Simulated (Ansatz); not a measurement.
# Si (P6_3/mmc): calculation of the elastic constants

Wanted for Si (P6_3/mmc): a calculation of the elastic constants.

This is Si in the hcp structure; at room conditions it is diamond.

Computed with the Python package of Ansatz 0.2.0. Level of theory: DFT PBE, plane waves, PAW.

### Step 1. The system

It takes space group P6_3/mmc (No. 194, hexagonal). Conventional cell: a = 2.444 Å, b = 2.444 Å, c = 4.152 Å, α = 90.00°, β = 90.00°, γ = 120.00°. Si (site symmetry -6m2) is surrounded by 12 Si at 2.44 to 2.51 Å.

si.cif, read by the script:

```cif
data_Si
_cell_length_a 2.444000
_cell_length_b 2.444000
_cell_length_c 4.152000
_cell_angle_alpha 90.00000
_cell_angle_beta 90.00000
_cell_angle_gamma 120.00000
_symmetry_space_group_name_H-M 'P 1'
_symmetry_Int_Tables_number 1
loop_
_symmetry_equiv_pos_as_xyz
'x, y, z'
loop_
_atom_site_label
_atom_site_type_symbol
_atom_site_fract_x
_atom_site_fract_y
_atom_site_fract_z
Si1 Si    0.333333    0.666667    0.250000
Si2 Si    0.666667    0.333333    0.750000
```

### Step 2. The code

elastic_si.py reads:

```python
from dataclasses import replace
import warnings

import ansatz as az
from ase.io import read
import numpy as np

SETTINGS = {
    "occupations": "fermi_dirac",
    "kmesh": (20, 20, 11),
}


def main() -> None:
    warnings.simplefilter("ignore", az.DeckWarning)

    atoms = read("si.cif")
    system = az.Crystal.from_ase(atoms)

    calculation = (
        system.calculation()
        .occupations(SETTINGS["occupations"])
        .kpoints(*SETTINGS["kmesh"])
    )
    rest = calculation.relax(cell=True).run(threads=1).lattice
    relaxed = az.Crystal(lattice=az.Lattice.of(rest.cell_ang))
    for site in rest.sites:
        relaxed = relaxed.atom(site.symbol, site.position_frac)
    calculation = replace(calculation, crystal=relaxed)
    print("relaxed volume {:.3f} A^3".format(abs(np.linalg.det(rest.cell_ang))))
    out = calculation.elastic("relaxed_ion").run(threads=1)
    elastic = out.elastic

    print(np.array2string(np.round(elastic.c_gpa, 1) + 0.0, suppress_small=True))
    print("Voigt stress of the unstrained cell (GPa, tension positive):", np.round(elastic.sigma0_gpa, 3) + 0.0)
    print("smallest eigenvalue of C:", round(elastic.stability.min_eigenvalue_gpa, 1), "GPa; tensor positive definite:", elastic.stability.min_eigenvalue_gpa > 0)
    if elastic.stability.min_eigenvalue_gpa > 0:
        m = elastic.moduli
        print(f"K = {m.k_hill_gpa:.1f}, G = {m.g_hill_gpa:.1f}, E = {m.youngs_gpa:.1f} GPa, Poisson ratio {m.poisson:.3f}, K/G = {m.k_hill_gpa / m.g_hill_gpa:.2f}")


if __name__ == "__main__":
    main()
```

### Step 3. The calls as engine input

The engine receives this input (first run):

```yaml
crystal:
  lattice:
    - [2.444, 0.0, 0.0]
    - [-1.2219999999999995, 2.116566086849168, 0.0]
    - [0.0, 0.0, 4.152]
  atoms:
    - { symbol: Si, position: [0.333333, 0.666667, 0.25] }
    - { symbol: Si, position: [0.666667, 0.333333, 0.75] }
kpoints:
  mp_grid:
    grid: [20, 20, 11]
scf:
  occupations:
    method: fermi_dirac
relax:
  cell: {}
```

### Step 4. Launch

Launch:

```console
> python elastic_si.py
```

Without the output at hand: what should come out? Wanted: moves of the relaxation of run 1; energy gained in run 1; last largest force component of run 1; relaxed conventional cell of run 1; space group at the end of run 1.

The runs gave:

| quantity | value |
| --- | --- |
| runs compared | 2 |
| moves of the relaxation of run 1 | 11 |
| energy gained in run 1 (ahead of the last change of basis) | 421.0 meV/atom |
| last largest force component of run 1 | 0.0000 eV/Å |
| relaxed conventional cell of run 1 | a = 2.714 Å, b = 2.714 Å, c = 4.501 Å, α = 90.00°, β = 90.00°, γ = 120.00° |
| space group at the end of run 1 | P6_3/mmc |

In words: Run 2 has settings that are off on purpose, so what rests on it isn't a property of the system. The dearest, run 2 (elastic constants), took some 30 times as long as run 1 (relaxation). In run 1, over 11 moves the cell grew by 33.7 % in volume, and the space group stayed P6_3/mmc. What to keep in mind:
- No functional is typed, so the default, PBE, holds.
- This isn't the structure that Si takes at ambient conditions.
- Shear constants of a metal converge slowly with the k-point mesh and can be wrong in sign on a coarse one; the constants belong to the cell that was strained.
